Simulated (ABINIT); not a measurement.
# PtS2 (P-3m1) in ABINIT: settings compared, part 2 of 2

ABINIT 10.8.3 (patched build). Earlier steps stand in the parts before.

## Step 4: Relaxation of cell and atoms, PBEsol

The input, run.abi:

```
# Pseudopotentials
pp_dirpath "./"
pseudos "Pt.GGA_PBE-JTH.xml, S.GGA_PBE-JTH.xml"

# Structure
acell 3.5432 3.5432 5.0388 Angstrom
rprim
     1.0000000000     0.0000000000     0.0000000000
    -0.5000000000     0.8660254038     0.0000000000
     0.0000000000     0.0000000000     1.0000000000
ntypat 2
znucl 78 16
natom 3
typat 1 2 2
chkprim 0
chksymtnons 0
tolsym 1.0e-6
xred
            0.0            0.0            0.0
            2/3            1/3   0.7730000000
            1/3            2/3   0.2270000000

# Plane-wave basis
ecut 20.0
pawecutdg 40.0
pawxcdev 0
pawovlp -1
ecutsm 0.5

# k points
kptopt 1
ngkpt 7 7 4
nshiftk 1
shiftk 0.0 0.0 0.0

# Exchange and correlation
ixc -116133

# Bands and occupations
nband 15
occopt 3
tsmear 0.00183747

# SCF cycle
nstep 80
tolvrs 1.0e-10

# Output
iomode 3
prteig 0
prtebands 0
prtwf 0
prtden 0

# Relaxation
ionmov 2
optcell 2
ntime 50
tolmxf 2.0e-5
dilatmx 1.08
```

Potentials or basis: JTH PAW PBE v2.0.

Run with:

```console
abinit run.abi > log 2>&1
```

run.abo:

```text
.Version 10.8.3 of ABINIT
 Symmetries : space group P-3 m 1 (#164); Bravais hP (primitive hexag.)
================================================================================
 Values of the parameters that define the memory need of the present run
     intxc =       0    ionmov =       2      iscf =      17    lmnmax =      18
     lnmax =       6     mgfft =      45  mpssoang =       3    mqgrid =    3001
     natom =       3  nloc_mem =       2    nspden =       1   nspinor =       1
    nsppol =       1      nsym =      12    n1xccc =       1    ntypat =       2
    occopt =       3   xclevel =       2
       mpw =        2007          nfft =       40500          nkpt =          28
 PAW method is used; the additional fine FFT grid is defined by:
   mgfftf=        60    nfftf =    121500
================================================================================
================================================================================

--------------------------------------------------------------------------------
------------- Echo of variables that govern the present computation ------------
--------------------------------------------------------------------------------
 -outvars: echo values of preprocessed input variables --------
            acell      6.6956776093E+00  6.6956776093E+00  9.5219520032E+00 Bohr
              amu      1.95080000E+02  3.20660000E+01
          chkprim           0
      chksymtnons           0
          dilatmx      1.08000000E+00
             ecut      2.00000000E+01 Hartree
           ecutsm      5.00000000E-01 Hartree
           ionmov           2
              ixc     -116133
         kptrlatt        7    0    0      0    7    0      0    0    4
          kptrlen      3.80878080E+01
            natom           3
            nband          15
            ngfft          30      30      45
          ngfftdg          45      45      60
             nkpt          28
            nstep          80
             nsym          12
            ntime          50
           ntypat           2
           occopt           3
          optcell           2
        pawecutdg      4.00000000E+01 Hartree
          pawovlp     -1.0000000000E+00
         pawxcdev           0
           prtden           0
        prtebands           0
           prteig           0
            prtwf           0
            rprim      1.0000000000E+00  0.0000000000E+00  0.0000000000E+00
                      -5.0000000000E-01  8.6602540380E-01  0.0000000000E+00
[... 2037 lines left out ...]
--- !EnergyTerms
iteration_state     : {dtset: 1, itime: 17, icycle: 1, }
comment             : Components of total free energy in Hartree
kinetic             :  1.68445588731467E+01
hartree             :  7.31154484178102E+00
xc                  : -1.02220565828560E+01
Ewald energy        : -4.58767704045069E+01
psp_core            :  2.39632066983446E+00
local_psp           : -2.48631802522956E+01
PAW spherical_terms :  6.68782841050746E+00
internal            : -4.77217544443888E+01
'-kT*entropy'       : -9.39317457377374E-05
total_energy        : -4.77218483761346E+01
total_energy_eV     : -1.29857764853514E+03
...

--- !EnergyTermsDC
iteration_state     : {dtset: 1, itime: 17, icycle: 1, }
comment             : '"Double-counting" decomposition of free energy'
band_energy         :  1.22572479541063E+00
Ewald energy        : -4.58767704045069E+01
psp_core            :  2.39632066983446E+00
xc_dc               : -6.58701909187130E+00
PAW spherical_terms :  1.11999937032996E+00
internal            : -4.77217446608032E+01
'-kT*entropy'       : -9.39317457377374E-05
total_energy_dc     : -4.77218385925489E+01
total_energy_dc_eV  : -1.29857738231021E+03
...

--- !EnergyTermsWithPAWCore
iteration_state     : {dtset: 1, itime: 17, icycle: 1, }
comment             : 'Components of total free energy, including PAW core contributions'
Total energy        : -1.92058489683019E+04
Total energy DC     : -1.92058489585183E+04
Total energy (eV)   : -5.22617774458439E+05
Total energy DC (eV): -5.22617774192214E+05
...

 rms coord change=  1.3369E-02   atom, delta coord (reduced):
     1        0.000000000000      0.000000000000     -0.000000000000
     2        0.000000000000      0.000000000000     -0.028359791288
     3        0.000000000000      0.000000000000      0.028359791288

 Cartesian components of stress tensor (hartree/bohr^3)
  sigma(1 1)= -4.41587772E-08  sigma(3 2)=  0.00000000E+00
  sigma(2 2)= -4.41590217E-08  sigma(3 1)=  0.00000000E+00
  sigma(3 3)=  1.50136330E-07  sigma(2 1)=  0.00000000E+00

-Cartesian components of stress tensor (GPa)         [Pressure= -6.0625E-04 GPa]
- sigma(1 1)= -1.29919608E-03  sigma(3 2)=  0.00000000E+00
- sigma(2 2)= -1.29920327E-03  sigma(3 1)=  0.00000000E+00
- sigma(3 3)=  4.41716334E-03  sigma(2 1)=  0.00000000E+00

== END DATASET(S) ==============================================================
================================================================================

 -outvars: echo values of variables after computation  --------
            acell      6.7692182302E+00  6.7692182303E+00  8.8751396422E+00 Bohr
           etotal     -4.7721838593E+01
            fcart     -0.0000000000E+00 -0.0000000000E+00 -0.0000000000E+00
                      -0.0000000000E+00 -0.0000000000E+00 -7.5529168699E-07
                      -0.0000000000E+00 -0.0000000000E+00  7.5529168699E-07
            rprim      1.0000000000E+00  0.0000000000E+00  0.0000000000E+00
                      -4.9999999999E-01  8.6602540379E-01  0.0000000000E+00
                       0.0000000000E+00  0.0000000000E+00  1.0000000000E+00
           strten     -4.4158777211E-08 -4.4159021721E-08  1.5013633045E-07
                       0.0000000000E+00  0.0000000000E+00  0.0000000000E+00
           xangst     -1.3436012685E-28  1.1130132960E-27 -1.4187512264E-18
                       1.7910580103E+00  1.0340678244E+00  3.4972188535E+00
                      -6.6282461383E-17  2.0681356488E+00  1.1993027855E+00
             xred      1.4188217140E-28  3.5878152598E-28 -3.0208552956E-19
                       6.6666666667E-01  3.3333333333E-01  7.4464020871E-01
                       3.3333333333E-01  6.6666666667E-01  2.5535979129E-01
 Calculation completed.
```

It took 12 min on 1 thread of Arm Neoverse V2, shared host; peak memory 0.14 GiB.

Results:

- Free energy: -1298.5774 eV
- Relaxed volume: 17.40 Å³/atom
- Relaxed cell: a = 3.582 Å, b = 3.582 Å, c = 4.697 Å, α = 90.00°, β = 90.00°, γ = 120.00°
- Space group after relaxing (to 0.05 Å): P-3m1 (No. 164)
- Energy gained by relaxing: 31.8 meV/atom
- Ionic steps: 17
- Pressure after relaxing: 0.0 GPa
- Band gap on the k mesh: none (metal or under the smearing width)

The path:
```
step  energy change (eV)  largest force (eV/Å)  pressure (GPa)  volume (Å³)
   1              0.0000                1.0790            7.53        54.78
   2             -0.0587                0.5747            2.74        56.06
   3             -0.0740                0.2294           -0.25        56.91
   4             -0.0760                0.1544           -0.67        56.98
   5             -0.0799                0.0107           -1.03        56.88
   6             -0.0816                0.0159           -0.68        56.62
   7             -0.0822                0.0119           -0.18        56.37
   8             -0.0823                0.0265           -0.03        56.29
   9             -0.0825                0.0506            0.18        56.15
  10             -0.0831                0.0918            0.51        55.81
  11             -0.0848                0.1831            1.42        54.67
  12             -0.0865                0.2049            1.65        54.01
  13             -0.0923                0.1940            1.43        52.23
  14             -0.0939                0.0765            0.61        51.46
  15             -0.0951                0.0383           -0.55        52.45
  16             -0.0954                0.0037           -0.02        52.17
  17             -0.0954                0.0000            0.00        52.19
```

Final structure:
```cif
data_structure
_symmetry_space_group_name_H-M 'P 1'
_symmetry_Int_Tables_number 1
_cell_length_a 3.5821
_cell_length_b 3.5821
_cell_length_c 4.6965
_cell_angle_alpha 90.000
_cell_angle_beta 90.000
_cell_angle_gamma 120.000
_cell_volume 52.19
loop_
_atom_site_label
_atom_site_type_symbol
_atom_site_fract_x
_atom_site_fract_y
_atom_site_fract_z
_atom_site_occupancy
Pt1 Pt 0.00000 0.00000 0.00000 1
S1 S 0.66667 0.33333 0.74464 1
S2 S 0.33333 0.66667 0.25536 1
```

Caveat: the PAW data sets were made with another functional, which shifts forces and pressure a little. The run has no spin-orbit coupling, so splittings on Pt are missing.

## Step 5: The runs side by side

| task | level | potentials or basis | cell | cutoff (eV) | cell freedom (optcell) | optimiser (ionmov) | cutoff smearing ecutsm (Ha) | force stop (Ha/bohr) | fine-grid cutoff | gap on the mesh (eV) | largest force (eV/Å) |
| --- | --- | --- | --- | --- | --- | --- | --- | --- | --- | --- | --- |
| single point | PBE | PseudoDojo NC SR PBE v0.4.1 standard | as given | 952 | - | - | - | - | - | 0.83 | 1.24 |
| single point | LDA | PseudoDojo NC SR LDA v0.4.1 standard | as given | 952 | - | - | - | - | - | 0.72 | 0.79 |
| relaxation of cell and atoms | PBEsol | JTH PAW PBE v2.0 | relaxed | 544 | 2 | 2 | 0.5 | 2e-05 | 1088.46 eV | none | - |

Alike in all rows: no spin polarisation; k mesh 7 × 7 × 4; smearing fermi-dirac 0.05 eV.

Caveats: spin-orbit coupling is left out, which moves the levels of the heavy elements (some runs); an odd mesh through Γ misses points on the zone boundary, where band edges often lie (some runs); forces of over 1 eV/Å show positions far from the minimum, so gaps and moduli don't describe the material at rest (some runs); the PAW data sets were made with another functional, which shifts forces and pressure a little (some runs).

Total energies depend on the potentials used, so only differences within one code and one set of settings carry meaning.
